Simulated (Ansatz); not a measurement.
How much does the functional matter for the cell of ZnGeP$_{2}$?

The starting cell is an entry of the Crystallography Open Database (1958):

```
Zn Ge P
1.0
    -2.73000    2.73000    5.38000
     2.73000   -2.73000    5.38000
     2.73000    2.73000   -5.38000
Zn Ge P
2 2 4
Direct
  0.00000 0.00000 0.00000
  0.75000 0.25000 0.50000
  0.50000 0.50000 0.00000
  0.25000 0.75000 0.50000
  0.37500 0.38900 0.51400
  0.61100 0.12500 0.98600
  0.87500 0.86100 0.48600
  0.13900 0.62500 0.01400
```

Atoms and cell were relaxed at zero pressure with plane-wave PAW DFT (Ansatz 0.2.0; one set of PAW datasets, made under PBE, for all functionals; 420 eV, r2SCAN 500 eV; 6×6×6 Γ-centred mesh, fermi-dirac occupations of width 0.020 eV; no spin polarisation, no spin-orbit coupling, no dispersion correction), keeping the symmetry (I-42d, No. 122).

Q: How do the functionals compare with each other and with the entry?

A: The relaxed conventional cells:

```
functional  a (Å)   c (Å)  volume (Å³/atom)  formation energy (eV/atom)
       LDA  5.375  10.624             19.18                      -0.219
    PBEsol  5.425  10.710             19.70                      -0.215
       PBE  5.500  10.843             20.50                      -0.235
    r2SCAN  5.446  10.733             19.89                      -0.290
 the entry  5.460  10.760             20.05                           –
```

LDA gives the smallest volume and PBE the largest, 6.9 % more, the usual order, since LDA overbinds and PBE's gradient terms loosen the lattice. Against the entry's volume: LDA -4.3 %, PBEsol -1.8 %, PBE +2.3 %, r2SCAN -0.8 %. No verdict is drawn from this: the entry is old or was flagged in a check, so the entry may be off as well as the functionals. The formation energies span 0.07 eV an atom, lowest under r2SCAN.

Caveats: each relaxation keeps the start's symmetry, so a distorted cell may lie lower; computed cells are at 0 K with fixed nuclei, while the entry holds thermal expansion, often some tenths of a per cent in volume and more in soft crystals; formation energies are at zero smearing against the elements' usual phases under the same functional, gases as free molecules, uncorrected.
